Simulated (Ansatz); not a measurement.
# ZnS: generalised stacking fault

The calculation used DFT PBE, scalar-relativistic, plane waves, PAW in Ansatz 0.2.0. Settings: plane waves to 420 eV, k-mesh 8×8×2 (Γ-centred), Gaussian smearing 0.05 eV. No spin polarisation. Energies are free energies at this smearing, counted from the undisturbed cell; pressure is positive in compression.

Reference structure (relaxed at this level; this form isn't the usual structure):

```
Zn S
1.0
    -3.84620    0.00000    0.00000
    -1.92310   -3.33091    0.00000
    -1.92310   -1.11030   18.89858
Zn S
6 6
Direct
  0.00002 0.00002 0.77065
  0.50002 0.50002 0.27065
  0.38887 0.38887 0.60408
  0.88887 0.88887 0.10408
  0.27773 0.27773 0.93750
  0.77773 0.77773 0.43750
  0.45835 0.45835 0.39564
  0.95835 0.95835 0.89564
  0.23607 0.23607 0.06248
  0.73607 0.73607 0.56248
  0.34729 0.34729 0.72884
  0.84729 0.84729 0.22884
```

The cut lies on the cell's a–b face, a (0 0 -1) plane (indices in the standard cell, whose axes needn't be the Cartesian ones shown) of area 12.81 Å², between layers 2.36 Å apart. Vector c is tilted by f times 1·a + 0·b (length 3.846 Å) with the atoms' Cartesian places fixed: one unrelaxed fault a cell.

```csv
f,γ (mJ/m²)
0.0000,0
0.1000,58
0.2000,239
0.3000,522
0.4000,807
0.5000,933
```

(1) Predict the shear traction, the slope of γ along the slip (GPa) at each point.

Results:

(1)
```tsv
f	shear traction, the slope of γ along the slip (GPa)
0.0000	0.0
0.1000	3.1
0.2000	6.3
0.3000	8.0
0.4000	6.0
0.5000	0.0
```

Cost: 6 runs of about 8.5 core-minutes in all, on Intel Xeon Platinum 8259CL (Skylake/Cascade Lake) (shared hosts).